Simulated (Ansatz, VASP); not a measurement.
**Two plane-wave programs on CuO**

INCAR

```
PREC = Accurate
ENCUT = 520
EDIFF = 1E-7
ISMEAR = -1
SIGMA = 0.05
LREAL = F
LASPH = T
NELM = 60
ALGO = Normal
ISIF = 2
LWAVE = F
LCHARG = F
GGA = PS
NBANDS = 25
```

KPOINTS

```
Automatic mesh
0
Gamma
  8 8 5
```

Contents of POSCAR:

```
CuO
1.0
    1.9909680000     -2.1535500000      0.0000000000
    1.9909680000      2.1535500000      0.0000000000
    0.0000000000      0.0000000000      5.1559280000
Cu O
2 2
Direct
    0.5000000000      0.0000000000      0.0000000000
    0.0000000000      0.5000000000      0.5000000000
    0.5000000000      0.5000000000      0.2500000000
    0.5000000000      0.5000000000      0.7500000000
```

Contents of input.yaml:

```yaml
crystal:
  lattice:
    - [1.990968, -2.15355, 0.0]
    - [1.990968, 2.15355, 0.0]
    - [0.0, 0.0, 5.155928]
  atoms:
    - { symbol: Cu, position: [0.5, 0.0, 0.0] }
    - { symbol: Cu, position: [0.0, 0.5, 0.5] }
    - { symbol: O, position: [0.5, 0.5, 0.25] }
    - { symbol: O, position: [0.5, 0.5, 0.75] }
hamiltonian:
  xc: pbesol
  pseudopotentials: { kind: paw }
kpoints:
  mp_grid: { grid: [8, 8, 5] }
  band_path:
    path:
      - [[0.0, 0.0, 0.0], [0.463677429, 0.463677429, 0.0], [0.0, 0.5, 0.0], [0.0, 0.5, 0.5], [0.463677429, 0.463677429, 0.5], [0.0, 0.0, 0.5], [0.0, 0.0, 0.0], [-0.5, 0.5, 0.0], [-0.463677429, 0.536322571, 0.0], [-0.463677429, 0.536322571, 0.5], [-0.5, 0.5, 0.5], [-0.5, 0.5, 0.0]]
      - [[0.0, 0.0, 0.5], [-0.5, 0.5, 0.5]]
    npoints: 14
scf:
  occupations: { method: fermi_dirac, width: 0.05 }
  n_extra_bands: 10
output:
  forces: true
  stress: true
  eigenvalues: true
  fatbands: false
```

Measurements of this composition are mostly on another form, of space group No. 15.

Alike in both runs: functional PBEsol; k mesh 8 × 8 × 5; occupations fermi-dirac, width 0.05 eV; no spin polarisation.

```csv
,VASP,Ansatz
version,VASP 6.6.1,Ansatz 0.2.0
potentials or method,"VASP PAW PBE potentials, release 64 (Cu, O)",Ansatz PAW
plane-wave cutoff (eV),520,420
valence electrons in the cell,34,50
task,single point,band structure
```

|  | VASP | Ansatz | Ansatz less VASP |
| --- | --- | --- | --- |
| gap on the k mesh at the Fermi level (eV) | none | none | - |
| pressure (GPa) | -5.4 | -6.0 | -0.67 |
| largest component of the traceless stress (GPa) | 1.40 | 1.62 | +0.216 |

A gap of «none» marks a metal or a gap that the smearing closes. With one functional, cell and mesh, what is left measures potentials, basis and numerics. The two sets of potentials don't hold the same shells in valence.

Caveats: the run has no spin polarisation, though such a crystal can be magnetic; semilocal functionals often make such compounds metallic where correlation or magnetic order opens a gap, which also shifts bond lengths; the PAW data sets were made with another functional, which shifts forces and pressure a little (VASP); the pressure holds a Pulay correction of +0.7 GPa for the finite cutoff (Ansatz); the PAW data sets come from PBE, with cores solved anew for the run's functional, which leaves a small shift of forces and pressure (Ansatz).
